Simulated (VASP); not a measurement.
# From one sheet to two: 2H-MoS2 monolayer, part 5 of 5

What are the lattice, gap and band positions of 2H-MoS2 monolayer, and what does a second sheet change?

VASP 6.6.1, plane waves and PAW; the level of theory is named at each step.

So far, gap on the k-mesh (eV): step 2 (relaxing the monolayer) 1.79; step 8 (a rigid stacking) 1.22; step 13 (relaxing the bilayer) 1.23.

## 14. Levels and bands of the bilayer

Level of this step: PBE with D3(BJ), no spin polarisation; plane waves and PAW (Mo, S) (VASP).

The same static run as for one sheet shows what the neighbour does to the levels.

The input, INCAR:

```
SYSTEM = MoS2
PREC = Normal
ENCUT = 350
EDIFF = 1E-06
NELM = 120
ISMEAR = 0
SIGMA = 0.03
LREAL = .FALSE.
ALGO = Fast
GGA = PE
IVDW = 12
NBANDS = 24
LASPH = .TRUE.
LORBIT = 11
LWAVE = .FALSE.
LCHARG = .FALSE.
KPAR = 4
IDIPOL = 3
LDIPOL = .TRUE.
DIPOL = 0.5 0.5 0.5
LVHAR = .TRUE.
LVACPOTAV = .TRUE.
NEDOS = 1500
```

The input, POSCAR:

```
MoS2
1.0
    3.1510679983      0.0000000000      0.0000000000
   -1.5755339991      2.7289049355      0.0000000000
    0.0000000000      0.0000000000     26.3792137672
Mo S
2 4
Direct
    0.3333333300      0.6666666700      0.3850571592
    0.6666666700      0.3333333300      0.6149428408
    0.6666666700      0.3333333300      0.3256149709
    0.6666666700      0.3333333300      0.4444713155
    0.3333333300      0.6666666700      0.5555286845
    0.3333333300      0.6666666700      0.6743850291
```

The input, KPOINTS:

```
Automatic mesh
0
Gamma
12 12 1
0 0 0
```

The input, KPOINTS_OPT:

```
Line mode
14
Line-mode
Reciprocal
  0.00000000   0.00000000   0.00000000 GAMMA
  0.50000000   0.00000000   0.00000000 M

  0.50000000   0.00000000   0.00000000 M
  0.33333333   0.33333333   0.00000000 K

  0.33333333   0.33333333   0.00000000 K
  0.00000000   0.00000000   0.00000000 GAMMA
```

The projector-augmented-wave data sets are Mo and S (PBE family, release 64).

The run is started by

```sh
$ mpirun -np 4 vasp_std
```

Log:

```text
[... set-up lines as in an earlier step ...]
 entering main loop
       N       E                     dE             d eps       ncg     rms          rms(c)
DAV:   1     0.217704133446E+03    0.21770E+03   -0.11587E+04   912   0.877E+02
DAV:   2    -0.242393948357E+02   -0.24194E+03   -0.23526E+03  1360   0.215E+02
DAV:   3    -0.459524138413E+02   -0.21713E+02   -0.21502E+02  1208   0.740E+01
DAV:   4    -0.465480180833E+02   -0.59560E+00   -0.59376E+00  1288   0.137E+01
DAV:   5    -0.465634888426E+02   -0.15471E-01   -0.15455E-01  1184   0.213E+00    0.366E+01
RMM:   6    -0.441208790806E+02    0.24426E+01   -0.14670E+01   966   0.158E+01    0.121E+01
RMM:   7    -0.436203608943E+02    0.50052E+00   -0.32317E+00   922   0.907E+00    0.935E+00
RMM:   8    -0.435188144529E+02    0.10155E+00   -0.13752E+00   968   0.611E+00    0.215E+00
RMM:   9    -0.435130824666E+02    0.57320E-02   -0.23568E-01  1070   0.294E+00    0.100E+00
RMM:  10    -0.435132705504E+02   -0.18808E-03   -0.59549E-02  1247   0.107E+00    0.468E-01
RMM:  11    -0.435118728440E+02    0.13977E-02   -0.10249E-02  1144   0.507E-01    0.226E-01
RMM:  12    -0.435119414426E+02   -0.68599E-04   -0.24944E-03  1240   0.239E-01    0.982E-02
RMM:  13    -0.435120737160E+02   -0.13227E-03   -0.51439E-04  1277   0.114E-01    0.509E-02
RMM:  14    -0.435121234522E+02   -0.49736E-04   -0.21756E-04  1194   0.675E-02    0.260E-02
RMM:  15    -0.435122281228E+02   -0.10467E-03   -0.30407E-04  1117   0.787E-02    0.290E-02
RMM:  16    -0.435123158423E+02   -0.87719E-04   -0.60789E-05  1176   0.398E-02    0.265E-02
RMM:  17    -0.435123336612E+02   -0.17819E-04   -0.16051E-05  1192   0.168E-02    0.133E-02
RMM:  18    -0.435123438656E+02   -0.10204E-04   -0.29327E-06   830   0.742E-03    0.108E-02
RMM:  19    -0.435123559012E+02   -0.12036E-04   -0.13856E-05  1145   0.161E-02    0.133E-03
RMM:  20    -0.435123639809E+02   -0.80797E-05   -0.20722E-06   742   0.744E-03    0.359E-03
RMM:  21    -0.435123707419E+02   -0.67611E-05   -0.52049E-07   696   0.400E-03    0.135E-03
RMM:  22    -0.435123737829E+02   -0.30410E-05   -0.40043E-07   639   0.306E-03    0.900E-04
RMM:  23    -0.435123780993E+02   -0.43164E-05   -0.23177E-07   601   0.213E-03    0.105E-03
RMM:  24    -0.435123790942E+02   -0.99486E-06   -0.56529E-08   361   0.129E-03
 [... a notice as in an earlier step ...]

   1 F= -.45766381E+02 E0= -.45766381E+02  d E =-.364116E-11
 Start KPOINTS_OPT (optional k-point list driver)
k-point batch [1-19\42]
       N       E                     dE             ncg
DAV:   1     0.904645047648E+03   -0.11573E+05      912
DAV:   2    -0.347865696156E+04   -0.43833E+04     1368
DAV:   3    -0.387757873718E+04   -0.39892E+03     1192
DAV:   4    -0.388942440326E+04   -0.11846E+02     1336
DAV:   5    -0.388973147495E+04   -0.30707E+00     1216
DAV:   6    -0.388974248270E+04   -0.11008E-01     1392
DAV:   7    -0.388974292844E+04   -0.44574E-03     1272
DAV:   8    -0.388974294243E+04   -0.13988E-04     1080
DAV:   9    -0.388974294283E+04   -0.39888E-06      848
[...]
k-point batch [39-42\42]
       N       E                     dE             ncg
DAV:   1     0.145409217025E+05    0.14417E+02      192
DAV:   2     0.136851472321E+05   -0.85577E+03      256
DAV:   3     0.135876273585E+05   -0.97520E+02      272
DAV:   4     0.135835523727E+05   -0.40750E+01      280
DAV:   5     0.135834224045E+05   -0.12997E+00      280
DAV:   6     0.135834158614E+05   -0.65431E-02      312
DAV:   7     0.135834157019E+05   -0.15950E-03      296
DAV:   8     0.135834156962E+05   -0.56877E-05      264
DAV:   9     0.135834156959E+05   -0.23697E-06      184
```

Elapsed: 16 s, on 4 MPI ranks of Intel Xeon 6975P-C (Granite Rapids), shared host; peak memory 0.89 GiB.

From OUTCAR (step 14):

```text
   NELECT =      36.0000    total number of electrons

 E-fermi :  -0.0971

 k-point     1 :       0.0000    0.0000    0.0000
  band No.  band energies     occupation
    ...
     14      -2.1146      2.00000
     15      -2.1146      2.00000
     16      -1.9622      2.00000
     17      -0.9789      2.00000
     18      -0.2218      2.00000
     19       2.1522      0.00000
     20       2.1545      0.00000
     21       2.1789      0.00000
     22       2.2460      0.00000
     23       2.3400      0.00000
    ...

 Edisp (eV)   -2.25400

  Total      -0.14412    -0.14412    -0.09850    -0.00000     0.00000    -0.00000
  in kB      -1.01795    -1.01795    -0.69573    -0.00000     0.00000    -0.00000
  external pressure =       -0.91 kB  Pullay stress =        0.00 kB

 POSITION                                       TOTAL-FORCE (eV/Angst)
 -----------------------------------------------------------------------------------
     -0.00000      1.81927     10.15751         0.000000      0.000000      0.011402
      1.57553      0.90963     16.22171        -0.000000     -0.000000     -0.011402
      1.57553      0.90963      8.58947        -0.000000     -0.000000     -0.013813
      1.57553      0.90963     11.72480        -0.000000     -0.000000      0.004483
     -0.00000      1.81927     14.65441         0.000000     -0.000000     -0.004483
     -0.00000      1.81927     17.78975         0.000000      0.000000      0.013813
 -----------------------------------------------------------------------------------
    total drift:                                0.000000      0.000000     -0.000000

  FREE ENERGIE OF THE ION-ELECTRON SYSTEM (eV)
  ---------------------------------------------------
  free  energy   TOTEN  =       -45.7663810598 eV

  energy  without entropy=      -45.7663810598  energy(sigma->0) =      -45.76638106

 vacuum level on the upper side and lower side of the slab         5.213         5.213

[... 9 parts as in an earlier step ...]

[... 9 further parts left out ...]
```

This step gave:

| Property | Result |
| --- | --- |
| electronic cycles | 24 |
| Fermi energy | -0.0971 eV |
| least gap on mesh and path | 1.228 eV |
| least direct gap on mesh and path | 1.741 eV |
| vacuum levels | 5.213, 5.213 eV |
| ionisation potentials of the upper and lower face | 5.435, 5.435 eV |
| electron affinities of the upper and lower face | 4.207, 4.207 eV |

The electronic bands at the labelled points (eV, zero at the valence-band top; v1 is the highest filled band, c1 the lowest empty one):

```tsv
point	v4	v3	v2	v1	c1	c2	c3	c4
Γ	-1.89	-1.74	-0.76	0.00	2.37	2.37	2.40	2.40
0.54 of the way	-2.05	-1.74	-1.38	-1.29	1.56	1.82	1.95	1.96
M	-1.42	-1.29	-1.18	-1.11	1.83	1.86	2.28	2.44
0.46 of the way	-2.54	-2.27	-0.85	-0.74	1.74	1.81	2.50	2.63
K	-2.64	-2.64	-0.52	-0.42	1.32	1.32	2.22	2.80
0.46 of the way	-1.62	-1.59	-1.28	-1.28	1.23	1.67	2.03	2.17
Γ	-1.89	-1.74	-0.76	0.00	2.37	2.39	2.41	2.44
```

Of the projections kept (Mo, S), the largest for each band there; the rest of the weight can lie on other orbitals:

```tsv
point	v4	v3	v2	v1	c1	c2	c3	c4
Γ	Mo 0.65	S 0.78	Mo 0.81	Mo 0.67	S 0.52	S 0.52	S 0.53	S 0.53
M	S 0.79	S 0.78	Mo 0.70	Mo 0.74	Mo 0.96	Mo 0.96	Mo 0.92	Mo 0.90
K	S 0.61	S 0.61	Mo 0.86	Mo 0.84	Mo 0.92	Mo 0.92	Mo 0.80	Mo 0.76
Γ	Mo 0.65	S 0.78	Mo 0.81	Mo 0.67	S 0.52	S 0.52	S 0.53	S 0.54
```

The planar average of the electrostatic potential oscillates, so the rows of the table below give means over windows of 1 Å about each position, cut where the curve ends. Its maxima inside the range that stand out by 2 % of the span (Å: eV): 9.4: -5.49, 10.9: -5.53, 13.2: 4.29, 15.5: -5.53, 17.0: -5.49. Its minima: 8.6: -14.9, 10.2: -8.99, 11.7: -15.0, 14.7: -15.0, 16.2: -8.99, 17.8: -14.9.

Zero at the Fermi level. The planar average of the electrostatic potential by height; means over each step:

```tsv
height (Å)	planar average of the electrostatic potential (eV)
0	5.31
1	5.31
2	5.31
3	5.31
4	5.31
5	5.31
6	5.29
7	4.79
8	-4.27
9	-10.4
10	-8.01
11	-7.96
12	-9.63
13	3.50
14	-3.21
15	-10.9
16	-7.87
17	-7.61
18	-10.5
19	3.61
20	5.24
21	5.31
22	5.31
23	5.31
24	5.31
25	5.31
26	5.31
```

Density of states in the PAW spheres, an atom over height of the layer and energy from the Fermi level.

Ten even steps from '0' (0.00 states/eV) to '9' (1.61 states/eV), each cell a mean:
```
000000
000000
000000
030030
191191
252252
333333
464464
252252
141141
262262
362263
363363
242242
121121
242242
363363
121121
000000
000000
000000
000000
```
Columns: height of the layer (Å) from 8.6 to 17.8 (not evenly spaced); rows upwards: energy from the Fermi level (eV) from -7.9 to 0.5.

The map of layer states is cut here 0.5 eV above the Fermi level, so it leaves out the states above that.

The vacuum level lies 5.43 eV above the highest filled level at the upper face; both faces agree, as the slab has next to no dipole.

The program found no field-free point at its default tolerance, but its printed level agrees with the flat part of the planar average.

## 15. Derived quantities

This step: monolayer and bilayer, PBE + D3(BJ); plane waves and PAW (VASP 6.6.1).

Derived from the runs above.

Numbers from this step:

```yaml
polarisability_per_area_of_the_slab_or_monolayer: 0.4070 Å
gap_with_spin_orbit: 1.706 eV
binding_energy: -31.64 meV/Å²
interlayer_gap: 2.930 Å
bilayer_gap: 1.228 eV
bilayer_level_below_vacuum: 5.435 eV
lattice_a: 3.151 Å
lattice_b: 3.151 Å
thickness: 3.140 Å
monolayer_gap: 1.785 eV
ionisation_potential_at_the_upper_face: 5.891 eV
```

VASP counts both for electrons: a positive EFIELD is a field along -c, and a positive dipole, in electrons times A, points along -c. Field, by row:

```tsv
EFIELD (eV/Å)	dipole along z of the monolayer (e Å)	energy change of the monolayer (eV)
-0.1	-0.02431	-0.001217
0	0	0
0.1	0.02431	-0.001217
```

Rigid sheets, 3.1 Å apart. Stackings, by row:

```tsv
stacking	energy above the lowest (meV/Å²)
turned by 180 degrees, shift 0.00 0.00	0
same orientation, shift 0.33 0.67	0.1645
turned by 180 degrees, shift 0.67 0.33	1.78
turned by 180 degrees, shift 0.33 0.67	15.39
same orientation, shift 0.00 0.00	17.07
```

The polarisability is the slope of the dipole against the field, as a volume for each unit of area.

## 16. Results

```
lattice a                                        : 3.15 Å
monolayer gap                                    : 1.79 eV
gap with spin orbit                              : 1.71 eV
binding energy                                   : -31.6 meV/Å²
interlayer gap                                   : 2.93 Å
bilayer gap                                      : 1.23 eV
polarisability per area of the slab or monolayer : 0.407 Å
```

The monolayer relaxes to a = 3.151 Å and has a gap of 1.79 eV (1.71 eV with spin-orbit coupling). The ionisation potential is 5.89 eV at both faces. Of 5 rigid stackings the lowest has the upper sheet turned by 180 degrees and shifted by (0.00, 0.00) in cell vectors, and the highest lies 17.1 meV/Å² above it. Relaxed, the sheets lie 2.93 Å apart and bind by 31.6 meV/Å². The next stacking lies close, and only the lowest was relaxed, so the order could change. The second sheet narrows the gap, to 1.23 eV. All runs are without spin polarisation. The bilayer keeps the monolayer's lattice, and only high-symmetry stackings were tried. Semilocal gaps are too small. Levels against the vacuum, binding and the bilayer's gap are without spin-orbit coupling.

[Lines on the potential files, build, host, timing and source positions are cut from VASP's logs without a mark.]

[Logs are printed without paths, hosts, clocks, repeated set-up lines and the standing remarks that a program may print on its own settings, such as how far it seeks lower states.]

[Hosts, paths, dates, database ids (printed as entryN), source tags and the programs' standing remarks are cut or masked in the printed files.]

[Runs that stopped without an error message from VASP are left out.]
